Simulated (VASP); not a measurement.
# Mn2Sn (R-3m) in VASP: further runs

The runs below take Mn2Sn through relaxation of cell and atoms, single point, with PBE.

Everything below comes from runs of VASP 6.6.1. Logs are shortened: lines on timing, memory, paths and dates and some standing lists are left out, and cuts for length are marked.

## (1) The structure

The structure is trigonal, space group R-3m (No. 166). The conventional cell has a = 3.289 Å, b = 3.289 Å, c = 14.899 Å, α = 90.00°, β = 90.00°, γ = 120.00°. Mn (site symmetry 3m) is surrounded by 3 Sn at 2.27 Å. Sn (site symmetry -3m) is surrounded by 6 Mn at 2.27 Å.

The cell was built by a generator and needn't be a form met in nature.

## (2) Relaxation of cell and atoms, PBE, collinear spin, typed start

The input, INCAR:

```
SYSTEM = Mn2Sn
PREC = Accurate
ENCUT = 600
EDIFF = 1E-6
ISMEAR = 0
SIGMA = 0.1
LREAL = .False.
LASPH = .True.
NELM = 150
ALGO = Fast
ISIF = 3
LWAVE = .False.
LCHARG = .False.
ISPIN = 2
MAGMOM = 2.84 2.84 0
LORBIT = 11
LMAXMIX = 4
GGA = PE
IBRION = 2
NSW = 90
EDIFFG = -0.04
```

The input, KPOINTS:

```
regular mesh
0
Gamma
  6 6 6
  0 0 0
```

The input, POSCAR:

```
Mn2Sn
1.0
    1.6443454336      0.9493632787      4.9663438542
   -1.6443454336      0.9493632787      4.9663438542
    0.0000000000     -1.8987265574      4.9663438542
Mn Sn
2 1
Direct
    0.7500000000      0.7500000000      0.7500000000
    0.2500000000      0.2500000000      0.2500000000
    0.0000000000      0.0000000000      0.0000000000
```

Potentials or basis: VASP PAW PBE potentials, release 64 (Mn_pv, Sn_d).

Launch:

```sh
$ cat potpaw_PBE.64/Mn_pv/POTCAR potpaw_PBE.64/Sn_d/POTCAR > POTCAR
$ mpirun -np 1 vasp_std > vasp.out
```

OUTCAR:

```text
SYSTEM = Mn2Sn
   PREC = Accurate
   ENCUT = 600
   EDIFF = 1E-6
   ISMEAR = 0
   LREAL = .False.
   LASPH = .True.
   NELM = 150
   ISIF = 3
   ISPIN = 2
   LORBIT = 11
   GGA = PE
   IBRION = 2
   NSW = 90
   EDIFFG = -0.04

 ion  position               nearest neighbor table
   1  0.750  0.750  0.750-   3 2.27   3 2.27   3 2.27   2 3.13   2 3.13   2 3.13   2 3.13   2 3.13
                             2 3.13
   2  0.250  0.250  0.250-   3 2.27   3 2.27   3 2.27   1 3.13   1 3.13   1 3.13   1 3.13   1 3.13
                             1 3.13
   3  0.000  0.000  0.000-   1 2.27   2 2.27   1 2.27   1 2.27   2 2.27   2 2.27

  LATTYP: Found a trigonal (rhomboedric) cell.
 ALAT       =     5.3169289837
 COS(alpha) =     0.8087090652

  Lattice vectors:

 A1 = (   1.6443454336,   0.9493632787,   4.9663438542)
 A2 = (  -1.6443454336,   0.9493632787,   4.9663438542)
 A3 = (   0.0000000000,  -1.8987265574,   4.9663438542)

Analysis of symmetry for initial positions (statically):
=====================================================================
 Subroutine PRICEL returns:
 Original cell was already a primitive cell.

 Routine SETGRP: Setting up the symmetry group for a
 trigonal (rhombohedral) supercell.

 Subroutine GETGRP returns: Found 12 space group operations
 (whereof 12 operations were pure point group operations)
 out of a pool of 12 trial point group operations.

The static configuration has the point symmetry D_3d.

Analysis of symmetry for dynamics (positions and initial velocities):
=====================================================================
 Subroutine PRICEL returns:
 Original cell was already a primitive cell.

 Routine SETGRP: Setting up the symmetry group for a
 trigonal (rhombohedral) supercell.

 Subroutine GETGRP returns: Found 12 space group operations
 (whereof 12 operations were pure point group operations)
 out of a pool of 12 trial point group operations.

The dynamic configuration has the point symmetry D_3d.

Analysis of structural, dynamic, and magnetic symmetry:
=====================================================================
 Subroutine PRICEL returns:
 Original cell was already a primitive cell.

 Routine SETGRP: Setting up the symmetry group for a
 trigonal (rhombohedral) supercell.

 Subroutine GETGRP returns: Found 12 space group operations
 (whereof 12 operations were pure point group operations)
 out of a pool of 12 trial point group operations.

The overall configuration has the point symmetry D_3d.
[... 142 lines left out ...]

 number of electron      40.0000011 magnetization       5.3731864

 Free energy of the ion-electron system (eV)
  ---------------------------------------------------
  ext. energy  EPLUGINS =         0.00000000
  ---------------------------------------------------
  free energy    TOTEN  =       -15.83585852 eV

  energy without entropy =      -15.82246494  energy(sigma->0) =      -15.82916173

------------------------ aborting loop because EDIFF is reached ----------------------------------------

  FORCE on cell =-STRESS in cart. coord.  units (eV):
  Direction    XX          YY          ZZ          XY          YZ          ZX
  --------------------------------------------------------------------------------------
  -------------------------------------------------------------------------------------
  Total       18.1763180     18.1763180     11.8066357      0.0000000      0.0000000     -0.0000000
  in kB      626.0412832    626.0412832    406.6522897      0.0000000      0.0000000     -0.0000000
  external PRESSURE =     552.9116187 kB  Pullay stress =       0.0000000 kB
[... 24 lines left out ...]
--------------------------------------- Ionic step        2  -------------------------------------------

 number of electron      40.0000011 magnetization       8.5463882

 E-fermi :   3.4679     XC(G=0):  -8.9640

 val. band max:        3.4660528219   @ k =   0.5000   0.5000   0.1667
 cond. band min:       3.4691800141   @ k =  -0.3333   0.1667   0.0000
 fundamental gap:      0.0031271922
 Fermi energy:         3.4678596941

 spin component 1

 k-point     1 :       0.0000    0.0000    0.0000
  band No.  band energies     occupation
      1     -46.9959      1.00000
      2     -46.9959      1.00000
      3     -46.9895      1.00000
      4     -46.9895      1.00000
      5     -46.9519      1.00000
      6     -46.9411      1.00000
[... 1502 lines left out ...]
  FREE ENERGIE OF THE ION-ELECTRON SYSTEM (eV)
  ---------------------------------------------------
  free  energy   TOTEN  =       -19.4255854652 eV

  energy  without entropy=      -19.4084866780  energy(sigma->0) =      -19.41703607

[... ionic steps 4 to 36 ...]

--------------------------------------- Ionic step       37  -------------------------------------------

 number of electron      39.9999996 magnetization       7.1798310

------------------------ aborting loop because EDIFF is reached ----------------------------------------
[... 69 lines left out ...]
--------------------------------------- Ionic step       39  -------------------------------------------

 number of electron      40.0000007 magnetization       7.2166776

 Free energy of the ion-electron system (eV)
  ---------------------------------------------------
  ext. energy  EPLUGINS =         0.00000000
  ---------------------------------------------------
  free energy    TOTEN  =       -20.51238196 eV

  energy without entropy =      -20.50115448  energy(sigma->0) =      -20.50676822

 E-fermi :   8.3690     XC(G=0): -11.5495

 val. band max:        8.3618258469   @ k =   0.5000   0.1667   0.1667
 cond. band min:       8.3957332377   @ k =   0.3333  -0.0000  -0.0000
 fundamental gap:      0.0339073909
 Fermi energy:         8.3689966096

 spin component 1

 k-point     1 :       0.0000    0.0000    0.0000
  band No.  band energies     occupation
      1     -41.1064      1.00000
      2     -41.0032      1.00000
      3     -41.0032      1.00000
      4     -40.9738      1.00000
      5     -40.9693      1.00000
      6     -40.9693      1.00000
[... 1465 lines left out ...]
  FREE ENERGIE OF THE ION-ELECTRON SYSTEM (eV)
  ---------------------------------------------------
  free  energy   TOTEN  =       -20.5123819615 eV

  energy  without entropy=      -20.5011544788  energy(sigma->0) =      -20.50676822

 reached required accuracy - stopping structural energy minimisation

 total charge

# of ion       s       p       d       tot
------------------------------------------
    1        0.292   6.189   4.997  11.478
    2        0.292   6.189   4.997  11.478
    3        1.194   1.180  10.029  12.404
--------------------------------------------------
tot          1.778  13.558  20.024  35.359

 magnetization (x)

# of ion       s       p       d       tot
------------------------------------------
    1        0.005   0.007   3.496   3.508
    2        0.005   0.007   3.496   3.508
    3        0.005  -0.067   0.014  -0.048
--------------------------------------------------
tot          0.015  -0.053   7.007   6.968
```

OSZICAR:

```text
N       E                     dE             d eps       ncg     rms          rms(c)
DAV:   1     0.452975260204E+03    0.45298E+03   -0.24028E+04  3544   0.248E+03
DAV:   2     0.207088437656E+02   -0.43227E+03   -0.42270E+03  3467   0.590E+02
[... 473 lines left out ...]
       N       E                     dE             d eps       ncg     rms          rms(c)
DAV:   1    -0.205127034483E+02   -0.34278E-03   -0.11129E-02  4165   0.209E+00    0.190E-01
RMM:   2    -0.205124999249E+02    0.20352E-03   -0.30404E-03  3981   0.529E-01    0.151E-01
RMM:   3    -0.205123964427E+02    0.10348E-03   -0.53714E-04  3698   0.221E-01    0.464E-02
RMM:   4    -0.205123861682E+02    0.10275E-04   -0.11396E-04  3961   0.879E-02    0.226E-02
RMM:   5    -0.205123821951E+02    0.39731E-05   -0.20263E-05  4037   0.370E-02    0.940E-03
RMM:   6    -0.205123819615E+02    0.23360E-06   -0.57112E-06  3193   0.214E-02
  39 F= -.20512382E+02 E0= -.20506768E+02  d E =-.167737E-01  mag=     7.2165
```

CONTCAR:

```text
Mn2Sn
   1.00000000000000
     1.5174809912092793    0.8761180587444449    6.7498162118504599
    -1.5174809912092793    0.8761180587444449    6.7498162118504599
     0.0000000000000002   -1.7522361174888901    6.7498162118504599
  Mn              Sn
     2     1
Direct
     0.7829564483409277    0.7829564483409277    0.7829564483409277
     0.2170435516590720    0.2170435516590720    0.2170435516590720
     0.0000000000000000    0.0000000000000000    0.0000000000000000

  0.00000000E+00  0.00000000E+00  0.00000000E+00
  0.00000000E+00  0.00000000E+00  0.00000000E+00
  0.00000000E+00  0.00000000E+00  0.00000000E+00
```

Run time: 55 min. Hardware: 1 thread of Intel Xeon Platinum 8559C (Emerald Rapids), shared host; peak memory 0.39 GiB.

What came out:

* Free energy: -20.5124 eV
* Relaxed volume: 17.95 Å³/atom
* Relaxed cell: a = 6.974 Å, b = 6.974 Å, c = 6.974 Å, α = 25.14°, β = 25.14°, γ = 25.14°
* Space group after relaxing (to 0.05 Å): R-3m (No. 166)
* Energy gained by relaxing: 1558.8 meV/atom
* Ionic steps: 39
* Pressure after relaxing: 0.2 GPa
* Largest force after relaxing: 0.040 eV/Å
* Band gap on the k mesh: none (metal or under the smearing width)
* Net moment: 7.22 μB per cell
* Site moments: Mn +3.51; Sn -0.05 μB
* Valence electrons inside the program's atomic spheres: Mn 11.48; Sn 12.40

Forces on the atoms (eV/Å):
```
Mn   0.000  0.000 -0.040
Mn   0.000  0.000  0.040
Sn   0.000  0.000  0.000
```

The path:
| step | energy change (eV) | largest force (eV/Å) | pressure (GPa) | volume (Å³) |
| --- | --- | --- | --- | --- |
| 1 | 0.0000 | 6.9567 | 55.29 | 46.52 |
| 2 | -2.4876 | 0.2518 | -9.31 | 92.43 |
| 3 | -3.5897 | 0.9598 | -3.64 | 67.79 |
| 4 | -3.5937 | 1.0366 | -3.15 | 67.11 |
| 5 | -3.5942 | 1.1349 | -2.45 | 66.27 |
| 6 | -3.7463 | 1.0740 | -2.09 | 63.81 |
| 7 | -4.0183 | 0.3962 | 1.72 | 56.76 |
| 8 | -4.0194 | 0.2543 | 2.27 | 55.91 |
| 9 | -4.0312 | 0.2498 | -0.65 | 58.14 |
| 10 | -4.0366 | 0.0752 | 0.37 | 57.33 |
| 11 | -4.0411 | 0.0257 | -0.01 | 57.76 |
| 12 | -4.0459 | 0.0617 | -0.80 | 58.60 |
| 13 | -4.0381 | 0.2493 | -2.22 | 60.26 |
| 14 | -4.0460 | 0.1131 | -1.33 | 59.05 |
| 15 | -4.0470 | 0.1322 | -1.34 | 59.07 |
| 16 | -4.0500 | 0.1767 | -1.42 | 59.12 |
| 17 | -4.0577 | 0.2722 | -1.29 | 59.20 |
| 18 | -4.0786 | 0.5106 | -1.16 | 59.32 |
| 19 | -4.1120 | 1.0011 | -1.02 | 59.33 |
| 20 | -4.0942 | 1.6804 | 0.73 | 58.57 |
| 21 | -4.1148 | 1.3876 | -0.44 | 59.08 |
| 22 | -4.1170 | 1.4014 | -0.39 | 59.10 |
| 23 | -4.1234 | 1.4355 | -0.33 | 59.15 |
| 24 | -4.1341 | 1.4988 | -0.33 | 59.22 |
| 25 | -4.1380 | 1.5660 | -0.43 | 59.25 |
| 26 | -4.1393 | 1.5495 | -0.42 | 59.26 |
| 27 | -4.1500 | 1.5319 | -0.57 | 59.25 |
| 28 | -4.1814 | 1.4891 | -0.77 | 59.21 |
| 29 | -4.2407 | 1.3984 | -1.19 | 59.12 |
| 30 | -4.3406 | 1.2023 | -2.06 | 58.92 |
| 31 | -4.4493 | 0.8790 | -3.23 | 58.40 |
| 32 | -4.4597 | 0.8273 | -3.37 | 58.22 |
| 33 | -4.5525 | 0.7591 | -2.36 | 56.48 |
| 34 | -4.6547 | 0.0178 | 2.93 | 51.90 |
| 35 | -4.6587 | 0.2795 | 1.30 | 52.91 |
| 36 | -4.6597 | 0.2065 | 1.70 | 52.61 |
| 37 | -4.6744 | 0.0476 | 0.77 | 53.40 |
| 38 | -4.6765 | 0.0522 | 0.20 | 53.88 |
| 39 | -4.6765 | 0.0399 | 0.17 | 53.84 |

Final structure:
```yaml
crystal:
  lattice:
    - [1.51748, 0.87612, 6.74982]
    - [-1.51748, 0.87612, 6.74982]
    - [0.00000, -1.75224, 6.74982]
  atoms:
    - { symbol: Mn, position: [0.78296, 0.78296, 0.78296] }
    - { symbol: Mn, position: [0.21704, 0.21704, 0.21704] }
    - { symbol: Sn, position: [0.00000, 0.00000, 0.00000] }
```

Caveat: the k mesh is coarse (spacing up to 0.37 Å⁻¹), so the values aren't converged; the volume moved by over 15 % at a fixed basis, so the end points are rough.

## (3) Single point, PBE, collinear spin, typed start

This run uses another cell than the first one, of 18.02 Å³/atom, 1.162 times its volume.

The input, INCAR:

```
PREC = Accurate
ENCUT = 520
EDIFF = 1E-7
ISMEAR = 0
SIGMA = 0.1
LREAL = F
LASPH = T
NELM = 150
ALGO = Fast
ISIF = 2
LWAVE = F
LCHARG = F
ISPIN = 2
MAGMOM = 2.84 2.84 0
LORBIT = 11
LMAXMIX = 4
GGA = PE
NBANDS = 31
```

The input, KPOINTS:

```
Automatic mesh
0
Gamma
  6 6 6
```

The input, POSCAR:

```
Mn2Sn
1.0
    1.5182942482      0.8765875929      6.7698030152
   -1.5182942482      0.8765875929      6.7698030152
    0.0000000000     -1.7531751858      6.7698030152
Mn Sn
2 1
Direct
    0.7828269464      0.7828269464      0.7828269464
    0.2171730536      0.2171730536      0.2171730536
    0.0000000000      0.0000000000      0.0000000000
```

Potentials or basis: VASP PAW PBE potentials, release 64 (Mn_pv, Sn_d).

Launch:

```sh
$ cat potpaw_PBE.64/Mn_pv/POTCAR potpaw_PBE.64/Sn_d/POTCAR > POTCAR
$ mpirun -np 1 vasp_std > vasp.out
```

It took 12 min on 1 thread of AMD EPYC 7R13 (Zen 3), shared host; peak memory 0.5 GiB.

It converged, with:

```yaml
Free_energy: -20.5345 eV
Pressure: 0.1 GPa
Largest_force: 0.003 eV/Å
Band_gap_on_the_k_mesh: none (metal or under the smearing width)
Net_moment: 7.24 μB per cell
Site_moments: Mn +3.52; Sn -0.05 μB
Valence_electrons_inside_the_program's_atomic_spheres: Mn 11.47; Sn 12.40
```

Forces in eV/Å, atoms in the order of the input:
```
Mn   0.000  0.000  0.003
Mn   0.000  0.000 -0.003
Sn   0.000  0.000  0.000
```

Stress tensor (GPa, compression positive):
```
0.08 0.00 0.00
0.00 0.08 0.00
0.00 0.00 0.19
```

Levels at points of the mesh, in eV from the Fermi level:
Spin up:
```tsv
k point	band 20	band 21	band 22	band 23	band 24	band 25	band 26	band 27	band 28	band 29
(0.00, 0.00, 0.00)	-1.64	-1.50	-1.50	-1.04	-1.04	5.01	6.88	9.84	9.84	11.54
(0.50, 0.00, 0.00)	-1.31	-0.99	-0.82	-0.79	-0.62	1.57	2.87	3.60	5.04	8.86
(0.50, 0.50, 0.00)	-1.63	-1.20	-1.00	-0.81	0.62	0.93	4.05	4.62	4.71	5.67
(0.50, 0.50, 0.50)	-1.53	-1.53	-1.27	-1.03	-1.03	1.50	9.83	9.83	11.61	12.08
```
Spin down:
```csv
k point,band 13,band 14,band 15,band 16,band 17,band 18,band 19,band 20
"(0.00, 0.00, 0.00)",-5.32,-4.74,-0.87,0.90,0.90,0.95,0.95,1.33
"(0.50, 0.00, 0.00)",-5.22,-1.98,-1.60,-0.88,-0.52,0.94,1.04,1.85
"(0.50, 0.50, 0.00)",-5.26,-2.20,-1.41,-0.64,-0.53,0.75,0.75,1.21
"(0.50, 0.50, 0.50)",-6.57,-1.98,-1.96,0.94,0.94,0.95,0.95,1.30
```

Caveat: the k mesh is coarse (spacing up to 0.40 Å⁻¹), so the values aren't converged.
